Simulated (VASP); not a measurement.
Sn:

```
CELL_PARAMETERS angstrom
-1.89465 1.89465 1.89465
1.89465 -1.89465 1.89465
1.89465 1.89465 -1.89465
ATOMIC_POSITIONS crystal
Sn 0.00000 0.00000 0.00000
```

This isn't the form of Sn at room conditions, which is tetragonal (white tin).

```yaml
Program: VASP 6.6.1
Task: relaxation of cell and atoms
Functional: LDA
Potentials_or_basis: VASP PAW LDA potentials, release 64 (Sn_d)
Cutoff: 600 eV
k_mesh: 10 × 10 × 10
Occupations: fermi-dirac, width 0.05 eV
Spin: no spin polarisation
```

At the start: pressure -3.4 GPa; volume 27.20 Å³/atom.

How do energy, volume and symmetry change on relaxing?

Over 3 steps the energy falls by 21.2 meV/atom and the volume is 25.35 Å³/atom (-6.8 %); space group Im-3m (No. 229, to 0.05 Å).

The path:
```
step  energy change (eV)  largest force (eV/Å)  pressure (GPa)  volume (Å³)
   1              0.0000                0.0000           -3.43        27.20
   2             -0.0202                0.0000            0.88        24.98
   3             -0.0212                0.0000            0.00        25.35
```

Final structure:
```xyz
1
Lattice="-1.8505 1.8505 1.8505 1.8505 -1.8505 1.8505 1.8505 1.8505 -1.8505" Properties=species:S:1:pos:R:3 pbc="T T T"
Sn    0.0000    0.0000    0.0000
```
